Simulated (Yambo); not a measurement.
# SiC (Moissanite) (P6_3mc) in Yambo: a series of runs, part 2 of 3

Yambo 5.3.0. The steps go on from the part before.

## (4) G0W0 quasiparticle levels, LDA

g0w08.in reads:

```
gw0
dyson
el_el_corr
rim_cut
HF_and_locXC
ppa
em1d
RandQpts= 1000000
RandGvec= 50 RL
EXXRLvcs= 66 Ry
VXCRLvcs= 66 Ry
Chimod= "HARTREE"
% BndsRnXp
 1 | 128 |
%
NGsBlkXp= 12 Ry
% LongDrXp
 1 | 1 | 1 |
%
PPAPntXp= 27.21138 eV
% GbndRnge
 1 | 128 |
%
GDamping= 0.3 eV
GTermKind= "none"
DysSolver= "n"
ExtendOut
% QPkrange
 1 | 1 | 8 | 10 |
 4 | 4 | 8 | 10 |
 7 | 7 | 8 | 10 |
%
```

scf.in reads:

```
&CONTROL
  calculation = 'scf'
  prefix = 'pwscf'
  outdir = './tmp'
  pseudo_dir = './pseudo'
/
&SYSTEM
  ibrav = 0
  nat = 4
  ntyp = 2
  ecutwfc = 66
  nbnd = 14
  occupations = 'smearing'
  smearing = 'fd'
  degauss = 0.00367493
  force_symmorphic = .true.
/
&ELECTRONS
  conv_thr = 8d-10
  electron_maxstep = 120
  mixing_beta = 0.5
/
ATOMIC_SPECIES
Si    28.0850 Si.upf
C     12.0110 C.upf
CELL_PARAMETERS angstrom
   3.0760000000    0.0000000000    0.0000000000
  -1.5380000000    2.6638941420    0.0000000000
   0.0000000000    0.0000000000    5.0480000000
ATOMIC_POSITIONS crystal
Si     0.6666666667    0.3333333333    0.5000000000
Si     0.3333333333    0.6666666667    0.0000000000
C      0.6666666667    0.3333333333    0.8850000000
C      0.3333333333    0.6666666667    0.3850000000
K_POINTS automatic
12 12 6 0 0 0
```

nscf.in reads:

```
&CONTROL
  calculation = 'nscf'
  prefix = 'pwscf'
  outdir = './tmp'
  pseudo_dir = './pseudo'
/
&SYSTEM
  ibrav = 0
  nat = 4
  ntyp = 2
  ecutwfc = 66
  nbnd = 128
  occupations = 'fixed'
  force_symmorphic = .true.
/
&ELECTRONS
  conv_thr = 1d-08
  diago_full_acc = .true.
  diago_thr_init = 1d-06
/
ATOMIC_SPECIES
Si    28.0850 Si.upf
C     12.0110 C.upf
CELL_PARAMETERS angstrom
   3.0760000000    0.0000000000    0.0000000000
  -1.5380000000    2.6638941420    0.0000000000
   0.0000000000    0.0000000000    5.0480000000
ATOMIC_POSITIONS crystal
Si     0.6666666667    0.3333333333    0.5000000000
Si     0.3333333333    0.6666666667    0.0000000000
C      0.6666666667    0.3333333333    0.8850000000
C      0.3333333333    0.6666666667    0.3850000000
K_POINTS automatic
3 3 4 0 0 0
```

Potentials or basis: PseudoDojo 0.4.1 SR LDA standard.

Launch:

```bash
OMP_NUM_THREADS=1 pw.x -in scf.in > scf.out
OMP_NUM_THREADS=1 pw.x -in nscf.in > nscf.out
cd tmp/pwscf.save; p2y; mv SAVE ../..; cd ../..
OMP_NUM_THREADS=1 yambo
mkdir -p g0w08; ln -s $PWD/g0w00/ndb.pp* g0w08/
mkdir -p g0w08; ln -s $PWD/g0w00/ndb.RIM g0w08/
OMP_NUM_THREADS=1 yambo -F g0w08.in -J g0w08 -C g0w08_out
```

Yambo's report:

```text
[... sections 02.01 to 02.04 as in the set-up run ...]

  [02.05] Energies & Occupations
  ==============================

  [X] === General ===
  [X] Electronic Temperature                        :  0.000000  0.000000 [eV K]
  [X] Bosonic    Temperature                        :  0.000000  0.000000 [eV K]
  [X] Finite Temperature mode                       : no
  [X] El. density                                   :  0.38681E+24 [cm-3]
  [X] Fermi Level                                   :  9.551737 [eV]

  [X] === Gaps and Widths ===
  [X] Conduction Band Min                           :  2.225131 [eV]
  [X] Valence Band Max                              :  0.000000 [eV]
  [X] Filled Bands                                  :   8
  [X] Empty Bands                                   :    9  128
  [X] Direct Gap                                    :  4.313027 [eV]
  [X] Direct Gap localized at k                     :   4
  [X] Indirect Gap                                  :  2.225131 [eV]
  [X] Indirect Gap between kpts                     :   1   7
  [X] Last valence band width                       :  4.049542 [eV]
  [X] 1st conduction band width                     :  3.425595 [eV]

 [03] Transferred momenta grid and indexing
 ==========================================

 IBZ Q-points                                      :  10
 BZ  Q-points                                      :   36

 K/Q-points units:
 rlu = crystal or reduced units; cc = cartesian coordinates; iku = interal k-units

 Q [ 1]         [rlu]:  0.000000  0.000000  0.000000
 Q [ 2]         [rlu]:  0.000000  0.000000  0.250000
 Q [ 3]         [rlu]:  0.000000  0.000000 -0.500000
 Q [ 4]         [rlu]:  0.10530E-16  0.33333       0.0000
 Q [ 5]         [rlu]:  0.10530E-16  0.33333      0.25000
 Q [ 6]         [rlu]:  0.10530E-16  0.33333     -0.50000
 Q [ 7]         [rlu]:  0.333333  0.333333  0.000000
 Q [ 8]         [rlu]:  0.333333  0.333333  0.250000
 Q [ 9]         [rlu]:  0.333333  0.333333 -0.500000
 Q [10]         [rlu]: -0.10530E-16 -0.33333      0.25000

 [04] Coloumb potential Random Integration (RIM)
 ===============================================

[... 135 lines left out ...]
   :: PP condition fails/total    :  0.218264
   :: Time ordering fails/rest    :  0.500073
   :: Mean rel dev of PP cond     :  0.218261
   Current Q-pt index             :   9
   :: PP condition fails/total    :  0.215334
   :: Time ordering fails/rest    :  0.500190
   :: Mean rel dev of PP cond     :  0.215331
   Current Q-pt index             :  10
   :: PP condition fails/total    :  0.216158
   :: Time ordering fails/rest    :  0.500307
   :: Mean rel dev of PP cond     :  0.216156

  [08.02] QP properties and I/O
  =============================

  Legend (energies in eV)
  - B  : Band       - Eo  : bare energy
  - E  : QP energy  - Z   : Renormalization factor
  - So : Sc(Eo)     - S   : Sc(E)
  - dSp: Sc derivative precision

  - lXC: Local XC (Slater exchange(X)+Perdew & Wang(C))
  -nlXC: non-Local XC (Hartree-Fock)

  QP [eV] @ K [1] (iku):  0.000000  0.000000  0.000000
   B=8 Eo=  0.00 E= -0.46 E-Eo= -0.46 Re(Z)=0.80 Im(Z)=-0.330114E-2 nlXC= -17.1249 lXC= -14.7978 So=  1.75648
   B=9 Eo=  4.58 E=  5.03 E-Eo=  0.44 Re(Z)=0.80 Im(Z)=-0.336721E-2 nlXC= -6.75527 lXC= -12.2302 So= -4.92303
   B=10 Eo=  6.03 E=  6.43 E-Eo=  0.40 Re(Z)=0.80 Im(Z)=-0.343895E-2 nlXC= -7.11618 lXC= -12.7270 So= -5.11370
[... 6 lines left out ...]
  QP [eV] @ K [7] (iku):  0.333333  0.500000  0.000000
   B=8 Eo= -4.05 E= -4.85 E-Eo= -0.80 Re(Z)=0.79 Im(Z)=-0.380527E-2 nlXC= -16.8243 lXC= -12.9709 So=  2.83452
   B=9 Eo=  2.23 E=  2.58 E-Eo=  0.36 Re(Z)=0.83 Im(Z)=-0.303040E-2 nlXC= -5.42825 lXC= -10.0297 So= -4.17051
   B=10 Eo=  7.86 E=  8.54 E-Eo=  0.67 Re(Z)=0.80 Im(Z)=-0.357052E-2 nlXC= -6.42089 lXC= -12.4098 So= -5.14971

  [WR./g0w08//ndb.QP]-------------------------------------------------------------
   Lattice constants                                :  5.812798  5.034030  9.539337
   Coulomb cutoff potential                         : none
   Electronic Temperature                           :  0.000000 [K]
   Bosonic    Temperature                           :  0.000000 [K]
   Green`s function   energies                      : Slater exchange(X)+Perdew & Wang(C)
   wavefunctions                                    : Slater exchange(X)+Perdew & Wang(C)
   PPA    diel. fun.  energies                      : Slater exchange(X)+Perdew & Wang(C)
   wavefunctions                                    : Slater exchange(X)+Perdew & Wang(C)
   QP tot states                                    :   9
   GW solver                                        : Newton
   GW approximation                                 : PPA
   PPA imaginary Energy                             :  27.21138 ev
   RIM G`s                                          :   55
   RIM random pts                                   :  1000000
   dS/dw steps                                      :  2
   dS/dw step                                       :  0.100000 ev
   X G`s                                            :  209 used
   X G`s                                            :  209 disk
   X bands                                          :    1  128
   X poles                                          :  100.0000 o/o
   X e/h E range                                    : -1.000000 -1.000000 ev
   X Hxc Kernel                                     : HARTREE
   X BZ energy Double Grid                          : no
   X Optical Averaged directions                    : none
   Sc/G bands                                       :    1  128
   Sc/G damping                                     :  0.300000 ev
   Sc bands terminator                              : no
   Sx RL components                                 :  2551

   QP @ state[ 1 ] K range                          :  1  1
   QP @ state[ 1 ] b range                          :   8  10
   QP @ state[ 2 ] K range                          :   4   4
   QP @ state[ 2 ] b range                          :   8  10
   QP @ state[ 3 ] K range                          :   7   7
   QP @ state[ 3 ] b range                          :   8  10
   GF energies kind                                 : Slater exchange(X)+Perdew & Wang(C)
   GF WF`s kind                                     : Slater exchange(X)+Perdew & Wang(C)
   Xs energies kind                                 : Slater exchange(X)+Perdew & Wang(C)
   Xs WF`s kind                                     : Slater exchange(X)+Perdew & Wang(C)
```

Results:

```
Band gap on the k mesh, mean-field level          : 2.23 eV, indirect (least direct gap 4.31 eV)
Quasiparticle gap                                 : 3.04 eV
Least direct quasiparticle gap                    : 5.39 eV
Quasiparticle gap at Γ                            : 5.48 eV
Band gap of the same states before the correction : 2.23 eV
```

Quasiparticle terms (eV):
| k point | band | Kohn-Sham level | Vxc | Σx | Σc | Z | result |
| --- | --- | --- | --- | --- | --- | --- | --- |
| (0.000, 0.000, 0.000) | 8 | 0.00 | -14.80 | -17.12 | 1.76 | 0.80 | -0.46 |
| (0.000, 0.000, 0.000) | 9 | 4.58 | -12.23 | -6.76 | -4.92 | 0.80 | 5.03 |
| (0.000, 0.000, 0.000) | 10 | 6.03 | -12.73 | -7.12 | -5.11 | 0.80 | 6.43 |
| (0.000, 0.333, 0.000) | 8 | -1.20 | -14.58 | -17.91 | 2.46 | 0.79 | -1.89 |
| (0.000, 0.333, 0.000) | 9 | 3.11 | -10.83 | -5.82 | -4.53 | 0.82 | 3.50 |
| (0.000, 0.333, 0.000) | 10 | 4.77 | -11.49 | -6.23 | -4.65 | 0.81 | 5.26 |
| (0.333, 0.333, 0.000) | 8 | -4.05 | -12.97 | -16.82 | 2.83 | 0.79 | -4.85 |
| (0.333, 0.333, 0.000) | 9 | 2.23 | -10.03 | -5.43 | -4.17 | 0.83 | 2.58 |
| (0.333, 0.333, 0.000) | 10 | 7.86 | -12.41 | -6.42 | -5.15 | 0.80 | 8.54 |

Caveat: the k mesh is coarse (spacing up to 0.79 Å⁻¹), so the values aren't converged; this version prints the column dSc/dw multiplied by 27.2; an odd mesh through Γ misses points on the zone boundary, where band edges often lie.

[end of part 2 of 3]
